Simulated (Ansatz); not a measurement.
# Ge (Pm-3m) in Ansatz: a series of runs

One crystal, Ge, is run at these levels: PBE; tasks: single point.

Everything below comes from runs of Ansatz 0.2.0. Logs are shortened: lines on timing, memory, paths and dates and some standing lists are left out, and cuts for length are marked.

### Step 1. The undisturbed crystal

The structure is cubic, space group Pm-3m (No. 221). The conventional cell has a = 2.710 Å, b = 2.710 Å, c = 2.710 Å, α = 90.00°, β = 90.00°, γ = 90.00°. Ge (site symmetry m-3m) is surrounded by 6 Ge at 2.71 Å.

The cell was built by a generator and needn't be a form met in nature.

### Step 2. Single point, PBE (strained by -2 %)

File input.yaml:

```yaml
crystal:
  lattice:
    - [2.71047, -0.0271047, 0.0]
    - [-0.0271047, 2.71047, 0.0]
    - [0.0, 0.0, 2.71047]
  atoms:
    - { symbol: Ge, position: [0.0, 0.0, 0.0] }
hamiltonian:
  xc: pbe
  pseudopotentials: { kind: paw }
kpoints:
  mp_grid: { grid: [10, 10, 10] }
scf:
  occupations: { method: fermi_dirac, width: 0.05 }
output:
  forces: true
  stress: true
  eigenvalues: true
  write_density: true
  write_potential: true
  elf: true
  volumetric_format: npy
```

Potentials or basis: Ansatz PAW.

Run with:

```
$ ansatz run input.yaml --threads 2 --pin off --max-ram 5632MiB --backend cpu --events-out ev --progress --plain --runs-dir out
```

Log:

```text
Warning: RAYON_NUM_THREADS=2 ignored (pool sized by the plan → 2); use --threads N
Engine: ansatz 0.2.0, aarch64-unknown-linux-gnu
Pseudopotentials: kind: paw
Pseudopotential: Ge, paw, valence charge 14, recommended cutoff 420 eV (normal), Ge.paw.azcp
Functional definition: PBE
  parameter kappa = 0.804
  parameter beta = 0.06672455060314922
  exchange = pbe_x(kappa = kappa, mu = beta*pi^2/3)
  correlation = pbe_c(beta = beta)
Crystal: 1 atoms, lattice volume = 19.911 Å³
Basis set: ecut = 420 eV, 389 PW (Γ), exchange–correlation on 40×40×40 points (8 copies of the dense FFT grid, shifted against one another)
Bands: 11, of which v1, the nominal top of the filled ones, is band 7 counted from 1 (6 counted from 0)
Symmetry: 8 space group operations
Space group: Cmmm (ITA 65), of the structure as read, at distance tolerance 2.7e-5 Å
k-points: 186 of 1000
Non-local potential: Ge, projectors of the file, l = 0: 2, l = 1: 2, l = 2: 3, l = 3: 1
PAW form: soft (Blöchl's): semilocal exchange-correlation on the pseudo side does not see the compensation charge
PAW one-centre angular grid: Ge, 590 points (default); XC on 64 Gauss nodes
Initial density: superposition of atomic densities (neutral atoms: chi_scale 0, normalization atom), corrected by the library's trained network
Initial wavefunctions: pseudopotential atomic-orbital guess
Functional: x = pbe(κ = 0.804, μ = 0.2195149727645171), c = pbe(β = 0.06672455060314922)
SCF iter   1: F=—  HF=-4294.769805 eV  |F-HF|=—  |Δ(HF+E_count)|=         —  Δρ=9.13e-4  dr2=1.17e-4  ethr=1.77e-3  ⟨swp⟩=5.7  Hψ=12057  notcnv=0
preconditioner: auto → none  [metal: Δε(μ)=0.035 eV  Ē_g=27.152 eV  σ=0.050 eV  W_gap=0.17  n_scr=6 (ndim 8)  ℏωp=31.1 eV  f_vac=0.000  D(μ)=0.36/eV (n_scr^D=0)  sad-step TF]
SCF iter   2: F=—  HF=-4294.769676 eV  |F-HF|=—  |Δ(HF+E_count)|=   1.29e-4  Δρ=6.46e-4  dr2=6.64e-5  ethr=8.33e-7  ⟨swp⟩=2.0  Hψ=4616  notcnv=0
SCF iter   3: F=—  HF=-4294.769712 eV  |F-HF|=—  |Δ(HF+E_count)|=   3.62e-5  Δρ=2.23e-4  dr2=6.78e-6  ethr=4.74e-7  ⟨swp⟩=2.0  Hψ=3168  notcnv=0
SCF iter   4: F=—  HF=-4294.769718 eV  |F-HF|=—  |Δ(HF+E_count)|=   6.44e-6  Δρ=7.38e-5  dr2=6.18e-7  ethr=4.85e-8  ⟨swp⟩=2.0  Hψ=2397  notcnv=0
iter 5 did not close the SCF: its close was put off for the readings that it lacked (scf_convergence_deferred on its scf_iter line)
SCF iter   5: F=-4294.769717 eV  HF=-4294.769718 eV  |F-HF|=8.21e-8  |Δ(HF+E_count)|=   6.93e-7  Δρ=2.17e-5  dr2=4.39e-8  ethr=4.42e-9  ⟨swp⟩=2.0  Hψ=3289  notcnv=0
SCF iter   6: F=-4294.769718 eV  HF=-4294.769718 eV  |F-HF|=3.55e-9  |Δ(HF+E_count)|=   2.91e-8  Δρ=3.38e-6  dr2=1.34e-9  ethr=3.13e-10  ⟨swp⟩=4.6  Hψ=10316  notcnv=0
SCF 1 converged in 6 iterations: F = -4294.769718 eV  dr2 = 1.34e-9
SCF converged after 6 iterations
Free energy (F): -4294.769718 eV
Harris-Foulkes:  -4294.769718 eV  (|F-HF|=3.55e-9)
Internal energy: -4294.766760 eV  (E = F + TS)
E sigma→0 (E₀):  -4294.768239 eV
Entropy (-TS):   -0.002957 eV (-2.957 meV/atom)
Fermi energy:    10.016022 eV
--- Per-component energies (eV) ---
  E_band       = -125.707580
  E_kinetic    = 110.379687
  E_local      = -2223.125925  (includes V_loc(G=0)·N_el)
  E_nonlocal   = 416.447044
  E_hartree    = 972.002200
  E_xc         = -75.410423
  E_vxc        = -64.347499  (∫ρ·V_xc dr)
  E_paw        = -2017.780070  (= ΣΔE_a)
  E_vpaw       = -309.067847  (= ΣTr[D̂ρ^β])
  E_aug_tail   = 0.000343  (compensation charges beyond the density's cutoff)
  E_ewald      = -1477.279616
  E_smearing   = -0.002957  (= −TS)
  E_closure    = -0.000000  (closes the sum)
  Σ components = -4294.769718   (vs F -4294.769718, Δ=0.00e0)
--- Forces (eV/Å), atoms counted from 1 ---
  atom   1  Ge     0.00000000    -0.00000000     0.00000000
  max |Σ_I F_I| component: 4.93e-32 eV/Å
--- Stress (GPa, compression-positive) ---
       -0.394286       0.290526       0.000000
        0.290526      -0.394286       0.000000
        0.000000       0.000000      -0.564561
  P = ⅓ Tr σ = -0.4510 GPa (-4.510 kbar)
--- Band table (eV; the first three rows and the last of 186) ---
  k-point 0: bands = ["-14.6587", "-14.6576", "-14.4175", "-14.4165", "-14.4135", "-2.7275", "16.5372", "16.5901", "16.6510", "19.9758", "19.9809"]
  k-point 1: bands = ["-14.6574", "-14.6393", "-14.4237", "-14.4195", "-14.4160", "-2.5323", "14.2544", "16.7239", "16.8377", "20.1533", "21.4169"]
  k-point 2: bands = ["-14.6541", "-14.5916", "-14.4396", "-14.4354", "-14.4147", "-1.9504", "11.0184", "17.2634", "17.3777", "20.6658", "22.2574"]
  k-point 185: bands = ["-14.5575", "-14.5569", "-14.5565", "-14.3373", "-14.3359", "9.4428", "10.1810", "10.3331", "10.4920", "16.7078", "16.8846"]
```

Wall time 1.5 s (2 threads of Arm Neoverse V2, shared host); peak memory 0.31 GiB.

Results:

* Free energy: -4294.7697 eV
* Pressure: -0.5 GPa
* Band gap on the k mesh: none (metal or under the smearing width)

Levels at points of the mesh, in eV from the Fermi level:
```
              k point  band 5  band 6  band 7  band 8  band 9  band 10
   (0.00, 0.00, 0.00)  -24.43  -12.74    6.52    6.57    6.63     9.96
  (0.00, 0.00, -0.50)  -24.43   -9.03   -5.58    9.37    9.49    13.12
  (0.00, -0.50, 0.00)  -24.43   -9.03   -5.58    9.40    9.42    13.09
 (0.00, -0.50, -0.50)  -24.36   -5.10   -2.53   -2.53    3.18    12.19
 (-0.50, -0.50, 0.00)  -24.36   -5.10   -2.69   -2.37    3.18    12.21
(-0.50, -0.50, -0.50)  -24.35   -0.57    0.16    0.32    0.48     6.69
```

### Step 3. Single point, PBE (strained by -1 %)

Changes to input.yaml since step 2:

```diff
@@ -2,4 +2,4 @@
   lattice:
-    - [2.71047, -0.0271047, 0.0]
-    - [-0.0271047, 2.71047, 0.0]
+    - [2.71047, -0.01355235, 0.0]
+    - [-0.01355235, 2.71047, 0.0]
     - [0.0, 0.0, 2.71047]
```

Potentials or basis: Ansatz PAW.

Run with:

```
$ ansatz run input.yaml --threads 2 --pin off --max-ram 5632MiB --backend cpu --events-out ev --progress --plain --runs-dir out
```

Run time: 1.5 s. Hardware: 2 threads of Arm Neoverse V2, shared host; peak memory 0.31 GiB.

It converged, with:

```
Free energy            : -4294.7700 eV
Pressure               : -0.5 GPa
Band gap on the k mesh : none (metal or under the smearing width)
```

Stress tensor (GPa, compression positive):
```
-0.47  0.14  0.00
 0.14 -0.47  0.00
 0.00  0.00 -0.50
```

Levels at points of the mesh, in eV from the Fermi level:
| k point | band 4 | band 5 | band 6 | band 7 | band 8 | band 9 | band 10 | band 11 |
| --- | --- | --- | --- | --- | --- | --- | --- | --- |
| (0.00, 0.00, 0.00) | -24.43 | -24.43 | -12.74 | 6.55 | 6.58 | 6.61 | 9.96 | 9.96 |
| (0.00, 0.00, -0.50) | -24.48 | -24.42 | -9.03 | -5.58 | 9.40 | 9.46 | 13.11 | 15.19 |
| (0.00, -0.50, 0.00) | -24.48 | -24.42 | -9.03 | -5.58 | 9.42 | 9.43 | 13.11 | 15.19 |
| (0.00, -0.50, -0.50) | -24.49 | -24.35 | -5.10 | -2.53 | -2.53 | 3.18 | 12.21 | 19.33 |
| (-0.50, -0.50, 0.00) | -24.49 | -24.35 | -5.10 | -2.61 | -2.45 | 3.18 | 12.22 | 19.26 |
| (-0.50, -0.50, -0.50) | -24.35 | -24.35 | -0.57 | 0.24 | 0.32 | 0.40 | 6.78 | 6.87 |
